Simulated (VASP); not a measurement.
# As (P6_3/mmc) in VASP: further runs

Runs on As. Level: LDA. Tasks: single point.

All numbers are computed with VASP 6.6.1; they aren't measurements. Logs are shortened: lines on timing, memory, paths and dates and some standing lists are left out, and cuts for length are marked.

## Step 1: The structure

The structure is hexagonal, space group P6_3/mmc (No. 194). Conventional cell: a = 3.014 Å, b = 3.014 Å, c = 4.597 Å, α = 90.00°, β = 90.00°, γ = 120.00°. As (site symmetry -6m2) is surrounded by 12 As at 2.88 to 3.01 Å.

This isn't the form of As at room conditions, which is rhombohedral.

## Step 2: Single point, LDA

The input, INCAR:

```
SYSTEM = As
ALGO = Fast ; EDIFF = 1E-6
ENCUT = 520 ; ISIF = 2
ISMEAR = -1 ; LASPH = .TRUE.
LCHARG = .FALSE. ; LREAL = .FALSE.
LWAVE = .FALSE. ; NBANDS = 12
NELM = 60 ; PREC = Accurate
SIGMA = 0.1
```

The input, KPOINTS:

```
k-points
0
G
  20 20 11
  0 0 0
```

The input, POSCAR:

```
As
1.0
    3.0140613111      0.0000000000      0.0000000000
   -1.5070306555      2.6102536640      0.0000000000
    0.0000000000      0.0000000000      4.5970931335
As
2
Direct
    0.3333333333      0.6666666667      0.2500000000
    0.6666666667      0.3333333333      0.7500000000
```

Potentials or basis: VASP PAW LDA potentials, release 64 (As).

The run is started by

```console
cat potpaw_LDA.64/As/POTCAR > POTCAR
mpirun -np 1 vasp_std > vasp.out
```

OUTCAR:

```text
SYSTEM = As
   EDIFF = 1E-6
   ENCUT = 520
   ISIF = 2
   ISMEAR = -1
   LASPH = .TRUE.
   LREAL = .FALSE.
   NELM = 60
   PREC = Accurate

 ion  position               nearest neighbor table
   1  0.333  0.667  0.250-   2 2.88   2 2.88   2 2.88   2 2.88   2 2.88   2 2.88
   2  0.667  0.333  0.750-   1 2.88   1 2.88   1 2.88   1 2.88   1 2.88   1 2.88

  LATTYP: Found a hexagonal cell.
 ALAT       =     3.0140613111
 C/A-ratio  =     1.5252155345

  Lattice vectors:

 A1 = (   3.0140613111,   0.0000000000,   0.0000000000)
 A2 = (  -1.5070306555,   2.6102536640,   0.0000000000)
 A3 = (   0.0000000000,   0.0000000000,   4.5970931335)

Analysis of symmetry for initial positions (statically):
=====================================================================
 Subroutine PRICEL returns:
 Original cell was already a primitive cell.

 Routine SETGRP: Setting up the symmetry group for a
 hexagonal supercell.

 Subroutine GETGRP returns: Found 24 space group operations
 (whereof 12 operations were pure point group operations)
 out of a pool of 24 trial point group operations.

The static configuration has the point symmetry D_3d.
 The point group associated with its full space group is D_6h.

Analysis of symmetry for dynamics (positions and initial velocities):
=====================================================================
 Subroutine PRICEL returns:
 Original cell was already a primitive cell.

 Routine SETGRP: Setting up the symmetry group for a
 hexagonal supercell.

 Subroutine GETGRP returns: Found 24 space group operations
 (whereof 12 operations were pure point group operations)
 out of a pool of 24 trial point group operations.

The dynamic configuration has the point symmetry D_3d.
 The point group associated with its full space group is D_6h.

 Subroutine INISYM returns: Found 24 space group operations
 (whereof 12 operations are pure point group operations),
 and found     1 'primitive' translations

----------------------------------------------------------------------------------------

                                     Primitive cell

  volume of cell :      36.1675

  direct lattice vectors                    reciprocal lattice vectors
     3.014061311  0.000000000  0.000000000     0.331778254  0.191552264  0.000000000
    -1.507030655  2.610253664  0.000000000     0.000000000  0.383104529  0.000000000
     0.000000000  0.000000000  4.597093133     0.000000000  0.000000000  0.217528767

  length of vectors
     3.014061311  3.014061311  4.597093133     0.383104529  0.383104529  0.217528767

  position of ions in fractional coordinates (direct lattice)
     0.333333333  0.666666667  0.250000000
     0.666666667  0.333333333  0.750000000

  ion indices of the primitive-cell ions
   primitive index   ion index
                 1           1
                 2           2

----------------------------------------------------------------------------------------

 KPOINTS: k-points

Automatic generation of k-mesh.
 Grid dimensions read from file:
 generate k-points for:   20   20   11

 Generating k-lattice:

  Cartesian coordinates                     Fractional coordinates (reciprocal lattice)
     0.016588913  0.009577613  0.000000000     0.050000000 -0.000000000  0.000000000
     0.000000000  0.019155226  0.000000000     0.000000000  0.050000000  0.000000000
     0.000000000  0.000000000  0.019775342     0.000000000  0.000000000  0.090909091

  Length of vectors
     0.019155226  0.019155226  0.019775342

  Shift w.r.t. Gamma in fractional coordinates (k-lattice)
     0.000000000  0.000000000  0.000000000

 Subroutine IBZKPT returns following result:
 ===========================================

 Found    264 irreducible k-points:

 Following reciprocal coordinates:
            Coordinates               Weight
  0.000000  0.000000  0.000000      1.000000
  0.050000 -0.000000  0.000000      6.000000
  0.100000 -0.000000  0.000000      6.000000
  0.150000 -0.000000  0.000000      6.000000
  0.200000 -0.000000  0.000000      6.000000
  0.250000 -0.000000  0.000000      6.000000
[... 16 lines left out ...]
  0.200000  0.100000  0.000000     12.000000
  0.250000  0.100000  0.000000     12.000000
 [... further k-points ...]
   k-points           NKPTS =    264   k-points in BZ     NKDIM =    264   number of bands    NBANDS=     12
   number of dos      NEDOS =    301   number of ions     NIONS =      2
   total plane-waves  NPLWV =  20736
   dimension x,y,z NGX =    24 NGY =   24 NGZ =   36
   dimension x,y,z NGXF=    48 NGYF=   48 NGZF=   72
   ions per type =               2
   NGX,Y,Z   is equivalent  to a cutoff of  13.24, 13.24, 13.02 a.u.
   NGXF,Y,Z  is equivalent  to a cutoff of  26.48, 26.48, 26.04 a.u.
 SYSTEM =  As
   PREC   = accura    normal or accurate (medium, high low for compatibility)
   ISTART =      0    job   : 0-new  1-cont  2-samecut
   ICHARG =      2    charge: 1-file 2-atom 10-const
   ISPIN  =      1    spin polarized calculation?
   LNONCOLLINEAR =      F non collinear calculations
   LSORBIT =      F    spin-orbit coupling
   LASPH  =      T    aspherical Exc in radial PAW
   ENCUT  =  520.0 eV  38.22 Ry    6.18 a.u.   5.60  5.60  8.55*2*pi/ulx,y,z
   NELM   =     60;   NELMIN=  2; NELMDL= -5     # of ELM steps
   EDIFF  = 0.1E-05   stopping-criterion for ELM
   LREAL  =      F    real-space projection
   EDIFFG = 0.1E-04   stopping-criterion for IOM
   NSW    =      0    number of steps for IOM
   IBRION =     -1    ionic relax: 0-MD 1-quasi-New 2-CG
   NFREE  =      0    steps in history (QN), initial steepest desc. (CG)
   ISIF   =      2    stress and relaxation
   ISYM   =      2    0-nonsym 1-usesym 2-fastsym
   POTIM  = 0.5000    time-step for ionic-motion
   TEBEG  =    0.0;   TEEND  =   0.0 temperature during run
   PSTRESS=    0.0 pullay stress
   NELECT =      10.0000    total number of electrons
   NUPDOWN=      -1.0000    fix difference up-down
   EMIN   =  10.00;   EMAX   =-10.00  energy-range for DOS
   EFERMI =   0.00;   METHOD = LEGACY
   ISMEAR =    -1;   SIGMA  =   0.10  broadening in eV -4-tet -1-fermi 0-gaus
   EFERMI_NEDOS =   21; number of points for ismear=-14 and -15
   IALGO  =     68    algorithm
   IMIX   =      4    mixing-type and parameters
     AMIX     =   0.40;   BMIX     =  1.00
     AMIX_MAG =   1.60;   BMIX_MAG =  1.00
  volume/ion in A,a.u.               =      18.08       122.04
  Fermi-wavevector in a.u.,A,eV,Ry     =   1.066519  2.015430 15.476135  1.137464
  Thomas-Fermi vector in A             =   2.202106
   LORBIT       =      0    0 simple, 1 ext, 2 COOP (PROOUT), +10 PAW based schemes
   GGA     = CA    functional components
   LHFCALC =     F    Hartree Fock is set to
   AEXX    =    0.0000 exact exchange contribution
   IVDW    =     0    specifies the selected vdW correction
   LEPSILON=     F    determine dielectric tensor
   LRPA    =     F    only Hartree local field effects (RPA)
 non-spin polarized calculation
 RMM-DIIS sequential band-by-band and
  energy-cutoff  :      520.00
  volume of cell :       36.17
 maximum number of plane-waves:      1007
 NGX is ok and might be reduce to    24
   NGX = 11   NGY = 11   NGZ = 17

 number of electron      10.0000002 magnetization

 Free energy of the ion-electron system (eV)
  ---------------------------------------------------
  ext. energy  EPLUGINS =         0.00000000
  ---------------------------------------------------
  free energy    TOTEN  =        -9.88727619 eV

  energy without entropy =       -9.84909694  energy(sigma->0) =       -9.86818657

 E-fermi :   7.1326     XC(G=0): -11.1102

 val. band max:        7.1315947503   @ k =   0.2000   0.1500   0.2727
 cond. band min:       7.1374204167   @ k =   0.3000   0.1500   0.3636
 fundamental gap:      0.0058256664
 Fermi energy:         7.1325682052

 k-point     1 :       0.0000    0.0000    0.0000
  band No.  band energies     occupation
      1      -8.4613      2.00000
      2      -2.9390      2.00000
      3       0.2424      2.00000
      4      10.4878      0.00000
      5      10.4878      0.00000
      6      12.5716      0.00000
      7      12.5716      0.00000
      8      14.2300      0.00000
      9      15.8227      0.00000
     10      18.7176      0.00000
     11      19.2792      0.00000
     12      19.2792      0.00000

 k-point     2 :       0.0500   -0.0000    0.0000
  band No.  band energies     occupation
      1      -8.4096      2.00000
      2      -2.8961      2.00000
      3       0.2953      2.00000
      4       9.9545      0.00000
      5      10.2966      0.00000
      6      12.3473      0.00000
      7      12.6489      0.00000
      8      14.1184      0.00000
      9      16.1847      0.00000
     10      18.2576      0.00000
     11      19.3191      0.00000
     12      19.8102      0.00000

 k-point     3 :       0.1000   -0.0000    0.0000
  band No.  band energies     occupation
      1      -8.2548      2.00000
      2      -2.7692      2.00000
      3       0.4538      2.00000
      4       8.7525      0.00000
      5       9.8462      0.00000
      6      11.6993      0.00000
      7      12.7544      0.00000
      8      13.7746      0.00000
      9      16.5375      0.00000
     10      17.9250      0.00000
     11      19.5411      0.00000
     12      20.6070      0.00000

 k-point     4 :       0.1500   -0.0000    0.0000
  band No.  band energies     occupation
      1      -7.9977      2.00000
      2      -2.5641      2.00000
      3       0.7166      2.00000
      4       7.3302      0.24333
      5       9.3064      0.00000
      6      10.7861      0.00000
      7      12.7384      0.00000
      8      13.1858      0.00000
      9      15.7633      0.00000
     10      18.8210      0.00000
     11      19.5973      0.00000
     12      20.0768      0.00000

 k-point     5 :       0.2000   -0.0000    0.0000
  band No.  band energies     occupation
      1      -7.6400      2.00000
      2      -2.2936      2.00000
      3       1.0814      2.00000
      4       5.8845      1.99999
      5       8.7683      0.00000
      6       9.7372      0.00000
      7      12.3666      0.00000
      8      12.5843      0.00000
      9      14.8078      0.00000
     10      18.7460      0.00000
     11      19.4961      0.00000
     12      19.9594      0.00000
[... 228 lines left out ...]
      1      -7.8440      2.00000
      2      -2.4449      2.00000
      3       0.8736      2.00000
      4       7.0042      1.56627
      5       8.1619      0.00007
      6      11.1793      0.00000
      7      12.1169      0.00000
      8      12.8688      0.00000
      9      16.6516      0.00000
     10      17.1085      0.00000
     11      18.7355      0.00000
     12      20.4152      0.00000

 k-point    22 :       0.1500    0.1000    0.0000
  band No.  band energies     occupation
      1      -7.4874      2.00000
      2      -2.1826      2.00000
      3       1.2370      2.00000
      4       5.8256      2.00000
      5       7.3003      0.31500
      6      10.4003      0.00000
      7      11.7434      0.00000
      8      12.1167      0.00000
      9      15.9701      0.00000
     10      17.6383      0.00000
     11      17.7214      0.00000
     12      20.3416      0.00000

 k-point    23 :       0.2000    0.1000    0.0000
  band No.  band energies     occupation
      1      -7.0335      2.00000
      2      -1.8868      2.00000
      3       1.6981      2.00000
      4       4.5815      2.00000
      5       6.6254      1.98753
      6       9.3707      0.00000
      7      11.2101      0.00000
      8      11.4003      0.00000
      9      15.2726      0.00000
     10      16.7230      0.00000
     11      18.6535      0.00000
     12      20.3466      0.00000

 k-point    24 :       0.2500    0.1000    0.0000
  band No.  band energies     occupation
      1      -6.4879      2.00000
      2      -1.6200      2.00000
      3       2.2501      2.00000
      4       3.4526      2.00000
      5       6.0665      1.99995
      6       8.2963      0.00002
      7      10.2034      0.00000
      8      11.0753      0.00000
      9      14.7047      0.00000
     10      16.0114      0.00000
     11      19.3828      0.00000
     12      20.3620      0.00000

 [... further k-points ...]
[... 5 lines left out ...]
  --------------------------------------------------------------------------------------
  -------------------------------------------------------------------------------------
  Total        0.0048715      0.0048715      0.1731171      0.0000000     -0.0000000      0.0000000
  in kB        0.2158001      0.2158001      7.6688892      0.0000000     -0.0000000      0.0000000
  external PRESSURE =       2.7001631 kB  Pullay stress =       0.0000000 kB

 VOLUME and BASIS-vectors are now :
 -----------------------------------------------------------------------------
  energy-cutoff  :      520.00
  volume of cell :       36.17
      direct lattice vectors                 reciprocal lattice vectors
     3.014061311  0.000000000  0.000000000     0.331778254  0.191552264  0.000000000
    -1.507030655  2.610253664  0.000000000     0.000000000  0.383104529  0.000000000
     0.000000000  0.000000000  4.597093133     0.000000000  0.000000000  0.217528767

 POSITION                                       TOTAL-FORCE (eV/Angst)
 -----------------------------------------------------------------------------------
     -0.00000      1.74017      1.14927        -0.000000     -0.000000      0.000000
      1.50703      0.87008      3.44782         0.000000      0.000000      0.000000
 -----------------------------------------------------------------------------------
    total drift:                               -0.000000      0.000000      0.000000

  FREE ENERGIE OF THE ION-ELECTRON SYSTEM (eV)
  ---------------------------------------------------
  free  energy   TOTEN  =        -9.8872761892 eV

  energy  without entropy=       -9.8490969441  energy(sigma->0) =       -9.86818657
```

It took 69 s on 1 thread of Intel Xeon Platinum 8175M at 2.50GHz (Skylake/Cascade Lake), shared host; peak memory 0.21 GiB.

Results:

| Quantity | Value |
| --- | --- |
| Free energy | -9.8873 eV |
| Pressure | 0.3 GPa |
| Band gap on the k mesh | none (metal or under the smearing width) |

Levels at points of the mesh, in eV from the Fermi level:
```
           k point  band 1  band 2  band 3  band 4  band 5  band 6  band 7  band 8  band 9  band 10
(0.00, 0.00, 0.00)  -15.59  -10.07   -6.89    3.36    3.36    5.44    5.44    7.10    8.69    11.59
(0.50, 0.00, 0.00)  -11.43   -9.73   -4.74   -2.97   -2.78   -0.22   -0.06    4.38    4.99     9.60
```

(Part 1 of 2 ends here.)
